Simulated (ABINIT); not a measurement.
# Au (Fm-3m) in ABINIT: a series of runs, part 2 of 2

ABINIT 10.8.3 (patched build).

### Step 3. Band structure, LDA-Teter

Contents of run.abi:

```
ndtset 2

pp_dirpath "./"
pseudos "Au.upf"

acell 3*1.0 Angstrom
rprim
     0.0000000000     2.0350000000     2.0350000000
     2.0350000000     0.0000000000     2.0350000000
     2.0350000000     2.0350000000     0.0000000000
ntypat 1
znucl 79
natom 1
typat 1
xred
     0.0000000000     0.0000000000     0.0000000000

ecut 32.0

ixc 1

occopt 3
tsmear 0.00183747

nstep 100

iomode 3
prtwf 0
prteig 0
prtebands 0
enunit 1
prtden1 1
prtvha1 1
prtvclmb1 1
prtpot1 1
prtelf1 1

kptopt1 1
ngkpt1 11 11 11
nshiftk1 1
shiftk1 0.0 0.0 0.0
nband1 14
tolvrs1 1.0e-10

iscf2 -2
getden2 1
nband2 18
nbdbuf2 2
tolwfr2 1.0e-12
kptopt2 -9
ndivsm2 6
prteig2 1
kptbounds2
     0.0000000000     0.0000000000     0.0000000000
     0.5000000000     0.0000000000     0.5000000000
     0.5000000000     0.2500000000     0.7500000000
     0.3750000000     0.3750000000     0.7500000000
     0.0000000000     0.0000000000     0.0000000000
     0.5000000000     0.5000000000     0.5000000000
     0.6250000000     0.2500000000     0.6250000000
     0.5000000000     0.2500000000     0.7500000000
     0.5000000000     0.5000000000     0.5000000000
     0.3750000000     0.3750000000     0.7500000000
```

Potentials or basis: PseudoDojo NC SR LDA v0.4.1 standard.

Started as:

```
$ abinit run.abi > log 2>&1
```

run.abo:

```text
.Version 10.8.3 of ABINIT
 DATASET    1 : space group Fm -3 m (#225); Bravais cF (face-center cubic)
================================================================================
 Values of the parameters that define the memory need for DATASET  1.
     intxc =       0    ionmov =       0      iscf =       7    lmnmax =       7
     lnmax =       7     mgfft =      30  mpssoang =       4    mqgrid =    3001
     natom =       1  nloc_mem =       1    nspden =       1   nspinor =       1
    nsppol =       1      nsym =      48    n1xccc =    2501    ntypat =       1
    occopt =       3   xclevel =       1
       mpw =         998          nfft =       27000          nkpt =          56
================================================================================
================================================================================

 DATASET    2 : space group Fm -3 m (#225); Bravais cF (face-center cubic)
================================================================================
 Values of the parameters that define the memory need for DATASET  2.
     intxc =       0    ionmov =       0      iscf =      -2    lmnmax =       7
     lnmax =       7     mgfft =      30  mpssoang =       4    mqgrid =    3001
     natom =       1  nloc_mem =       1    nspden =       1   nspinor =       1
    nsppol =       1      nsym =      48    n1xccc =    2501    ntypat =       1
    occopt =       3   xclevel =       1
       mpw =        1002          nfft =       27000          nkpt =         103
================================================================================
================================================================================

--------------------------------------------------------------------------------
------------- Echo of variables that govern the present computation ------------
--------------------------------------------------------------------------------
 -outvars: echo values of preprocessed input variables --------
            acell      1.8897261259E+00  1.8897261259E+00  1.8897261259E+00 Bohr
              amu      1.96966540E+02
             ecut      3.20000000E+01 Hartree
           enunit           1
           getden1          0
           getden2          1
             iscf1          7
             iscf2         -2
                       outvar_i_n : Printing only first  50 k-points.
           jdtset        1    2
[... 992 lines left out ...]

 Mean square residual over all n,k,spin=   40.044E-14; max=  99.846E-14
 reduced coordinates (array xred) for    1 atoms
       0.000000000000      0.000000000000      0.000000000000

 cartesian coordinates (angstrom) at end:
    1      0.00000000000000     0.00000000000000     0.00000000000000
 length scales=  1.889726125908  1.889726125908  1.889726125908 bohr
              =  1.000000000000  1.000000000000  1.000000000000 angstroms
 Eigenvalues (   eV  ) for nkpt= 103  k points:
 kpt#   1, nband= 18, wtk=  1.00000, kpt=  0.0000  0.0000  0.0000 (reduced coord)
 -92.88485  -44.00840  -44.00840  -44.00840    2.83544    8.15995    8.15995    8.15995
   9.72825    9.72825   27.37959   31.36827   31.36827   31.36827   36.45514   40.92495
  40.92495   40.92495
 kpt#   2, nband= 18, wtk=  1.00000, kpt=  0.0294  0.0000  0.0294 (reduced coord)
 -92.88529  -44.01041  -44.00926  -44.00926    2.87621    8.13810    8.17855    8.17855
   9.70470    9.73752   27.43084   31.21608   31.34948   31.34948   36.73276   40.35020
  40.35020   40.95318
 kpt#   3, nband= 18, wtk=  1.00000, kpt=  0.0588  0.0000  0.0588 (reduced coord)
 -92.88483  -44.01604  -44.01149  -44.01149    2.99867    8.07384    8.23421    8.23421
   9.63561    9.76512   27.58244   30.84553   31.28137   31.28137   37.47015   39.43285
  39.43285   41.02413
 kpt#   4, nband= 18, wtk=  1.00000, kpt=  0.0882  0.0000  0.0882 (reduced coord)
 -92.88423  -44.02527  -44.01513  -44.01513    3.20020    7.97084    8.32644    8.32644
   9.52573    9.81032   27.82796   30.40166   31.12957   31.12957   38.40589   38.60204
  38.60204   39.67593
 kpt#   5, nband= 18, wtk=  1.00000, kpt=  0.1176  0.0000  0.1176 (reduced coord)
[... 381 lines left out ...]
  10.76809   15.82019   16.61893   22.83240   27.20828   29.60114   38.33050   38.38699
  39.41631   45.22396
 kpt# 101, nband= 18, wtk=  1.00000, kpt=  0.4000  0.4000  0.7000 (reduced coord)
 -92.87050  -44.18759  -44.13963  -44.07128    6.51376    7.32256    8.56815    9.60380
  10.75061   16.02007   17.26847   21.61718   26.59000   29.99902   38.20392   38.52201
  39.10458   45.74378
 kpt# 102, nband= 18, wtk=  1.00000, kpt=  0.3875  0.3875  0.7250 (reduced coord)
 -92.86994  -44.18448  -44.14684  -44.07558    6.43823    7.15532    8.78103    9.84533
  10.76416   16.29502   17.72682   20.65002   26.00573   30.31988   37.51801   38.65629
  39.50043   45.82761
 kpt# 103, nband= 18, wtk=  1.00000, kpt=  0.3750  0.3750  0.7500 (reduced coord)
 -92.86943  -44.18891  -44.14373  -44.07911    6.34735    6.98559    9.02041   10.01874
  10.82624   16.67455   17.56486   20.37729   25.48876   30.54903   36.75393   38.79241
  40.09544   45.91827

== END DATASET(S) ==============================================================
================================================================================

 -outvars: echo values of variables after computation  --------
            acell      1.8897261259E+00  1.8897261259E+00  1.8897261259E+00 Bohr
           etotal1    -1.4755947114E+02
            fcart1    -0.0000000000E+00 -0.0000000000E+00 -0.0000000000E+00
            rprim      0.0000000000E+00  2.0350000000E+00  2.0350000000E+00
                       2.0350000000E+00  0.0000000000E+00  2.0350000000E+00
                       2.0350000000E+00  2.0350000000E+00  0.0000000000E+00
           strten1     1.6937492729E-04  1.6937492729E-04  1.6937492729E-04
                       0.0000000000E+00  0.0000000000E+00  0.0000000000E+00
 Calculation completed.
```

Run time: 36 s. Hardware: 1 thread of Arm Neoverse V2, shared host; peak memory 0.11 GiB.

What came out:

```
Free energy                                           : -4015.2978 eV
Band gap on the k mesh                                : none (metal or under the smearing width)
Valence electrons inside the program's atomic spheres : Au 15.57 (radii [1.0584] Å)
```

Levels at the corners of the path, in eV from the Fermi level:
| point | band 6 | band 7 | band 8 | band 9 | band 10 | band 11 | band 12 | band 13 |
| --- | --- | --- | --- | --- | --- | --- | --- | --- |
| Γ | -4.74 | -4.74 | -4.74 | -3.17 | -3.17 | 14.48 | 18.47 | 18.47 |
| X | -6.85 | -1.98 | -1.61 | -1.61 | 0.91 | 5.77 | 9.95 | 9.95 |
| W | -5.23 | -5.23 | -3.34 | -1.61 | 4.66 | 6.29 | 6.29 | 9.50 |
| K | -5.92 | -3.88 | -2.88 | -2.07 | 3.77 | 4.66 | 7.48 | 12.59 |
| Γ | -4.74 | -4.74 | -4.74 | -3.17 | -3.17 | 14.48 | 18.47 | 18.47 |
| L | -4.78 | -4.78 | -1.94 | -1.94 | -1.07 | 3.07 | 13.94 | 17.09 |
| U | -5.92 | -3.88 | -2.88 | -2.07 | 3.77 | 4.66 | 7.48 | 12.59 |
| W | -5.23 | -5.23 | -3.34 | -1.61 | 4.66 | 6.29 | 6.29 | 9.50 |
| L | -4.78 | -4.78 | -1.94 | -1.94 | -1.07 | 3.07 | 13.94 | 17.09 |
| K | -5.92 | -3.88 | -2.88 | -2.07 | 3.77 | 4.66 | 7.48 | 12.59 |

Caveat: the cutoff is too short for stress, so the log's stress isn't used; spin-orbit coupling is left out, which moves the levels of the heavy elements.

### Step 4. Band structure, LDA

Contents of run.abi:

```
# Datasets: ground state, then fixed potential
ndtset 2

# Pseudopotentials
pp_dirpath "./"
pseudos "Au.hgh"

# Structure
acell 5.4384893002 5.4384893002 5.4384893002
rprim
     0.0000000000     0.7071067812     0.7071067812
     0.7071067812     0.0000000000     0.7071067812
     0.7071067812     0.7071067812     0.0000000000
ntypat 1
znucl 79
natom 1
typat 1
xcart
     0.0000000000     0.0000000000     0.0000000000 Angstrom

# Plane-wave basis
ecut 435.382180 eV

# Exchange and correlation
ixc 7

# Bands and occupations
occopt 3
tsmear 0.00183747

# SCF cycle
nstep 100

# Output
iomode 3
prtwf 0
prteig 0
prtebands 0
prtden1 1

# Dataset 1
kptopt1 1
ngkpt1 11 11 11
nshiftk1 1
shiftk1 0.0 0.0 0.0
nband1 5
tolvrs1 1.0e-10

# Dataset 2: bands along G-X-W-K-G-L-U-W-L-K
iscf2 -2
getden2 1
nband2 9
nbdbuf2 2
tolwfr2 1.0e-12
kptopt2 -9
ndivsm2 6
prteig2 1
kptbounds2
     0.0000000000     0.0000000000     0.0000000000
     0.5000000000     0.0000000000     0.5000000000
     0.5000000000     0.2500000000     0.7500000000
     0.3750000000     0.3750000000     0.7500000000
     0.0000000000     0.0000000000     0.0000000000
     0.5000000000     0.5000000000     0.5000000000
     0.6250000000     0.2500000000     0.6250000000
     0.5000000000     0.2500000000     0.7500000000
     0.5000000000     0.5000000000     0.5000000000
     0.3750000000     0.3750000000     0.7500000000
```

Potentials or basis: HGH LDA.

Started as:

```
$ abinit run.abi > log 2>&1
```

It took 3.6 s on 1 thread of Arm Neoverse V2, shared host; peak memory 0.11 GiB.

Results (log left out):

* Free energy: -15.4561 eV
* Pressure: -64.4 GPa
* Band gap on the k mesh: none (metal or under the smearing width)
* Valence electrons inside the program's atomic spheres: Au 0.20 (radii [1.0584] Å)

Levels at the corners of the path, in eV from the Fermi level:
```tsv
point	band 1	band 2	band 3	band 4
Γ	-7.57	16.99	17.88	17.88
X	4.66	7.26	14.83	15.36
W	8.34	8.34	9.50	10.33
K	6.63	7.43	8.64	15.93
Γ	-7.57	16.99	17.88	17.88
L	1.12	3.29	16.90	17.47
U	6.63	7.43	8.64	15.93
W	8.34	8.34	9.50	10.33
L	1.12	3.29	16.90	17.47
K	6.63	7.43	8.64	15.93
```

Caveat: a pressure of tens of GPa on the cell as given is suspect, and the run, the potentials or the cell itself is likely at fault; spin-orbit coupling is left out, which moves the levels of the heavy elements; HGH potentials are hard and often keep d shells in the core, so these values are rough.
